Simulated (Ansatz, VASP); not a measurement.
Two plane-wave programs on HfN

File INCAR:

```
  PREC = Accurate
  ENCUT = 600
  EDIFF = 1E-6
  ISMEAR = 0
  SIGMA = 0.1
  LREAL = False
  LASPH = True
  NELM = 60
  ALGO = Normal
  ISIF = 3
  LWAVE = False
  LCHARG = False
  GGA = PE
  IBRION = 2
  NSW = 100
  EDIFFG = -0.005
```

File KPOINTS:

```
regular mesh
0
Gamma
  16 16 16
```

File POSCAR:

```
HfN
1.0
    0.0000000000      2.2560000000      2.2560000000
    2.2560000000      0.0000000000      2.2560000000
    2.2560000000      2.2560000000      0.0000000000
Hf N
1 1
Direct
    0.0000000000      0.0000000000      0.0000000000
    0.5000000000      0.5000000000      0.5000000000
```

Input for Ansatz:

```yaml
crystal:
  lattice:
    - [0.0, 2.256, 2.256]
    - [2.256, 0.0, 2.256]
    - [2.256, 2.256, 0.0]
  atoms:
    - { symbol: Hf, position: [0.0, 0.0, 0.0] }
    - { symbol: "N", position: [0.5, 0.5, 0.5] }
basis:
  ecutwfc: 420
kpoints:
  mp_grid: { grid: [16, 16, 16] }
hamiltonian:
  xc: pbe
scf:
  occupations: { method: gaussian, width: 0.1 }
output:
  forces: true
  stress: true
  eigenvalues: true
relax:
  adjacent_minimum: "off"
  f_tol: 0.005
  max_steps: 80
  cell: { stress_tol: 0.05 }
```

Alike in both runs: task relaxation of cell and atoms; functional PBE; k mesh 16 × 16 × 16; occupations gaussian, width 0.1 eV; no spin polarisation.

|  | VASP | Ansatz |
| --- | --- | --- |
| version | VASP 6.6.1 | Ansatz 0.2.0 |
| potentials or method | VASP PAW PBE potentials, release 64 (Hf_pv, N) | scalar-relativistic, plane waves, PAW |
| plane-wave cutoff (eV) | 600 | 420 |
| valence electrons in the cell | 15 | 31 |

Ansatz gave:

- gap on the k mesh at the Fermi level, each at its own relaxed structure (eV): none
- relaxed volume (Å³/atom): 11.76
- relaxed cell length with the largest relative difference (Å): 3.216
- energy change over the relaxation (meV/atom): -6

Question: Which values does VASP return?

Answer: gap on the k mesh at the Fermi level, each at its own relaxed structure (eV): none; relaxed volume (Å³/atom): 11.65; relaxed cell length with the largest relative difference (Å): 3.206; energy change over the relaxation (meV/atom): -2.

A gap of «none» marks a metal or a gap that the smearing closes. The two sets of potentials don't hold the same shells in valence.

The runs have no spin-orbit coupling, so splittings on Hf are missing. Zero-point motion and thermal expansion aren't in these numbers. PBE usually gives volumes a little too large and moduli too small.
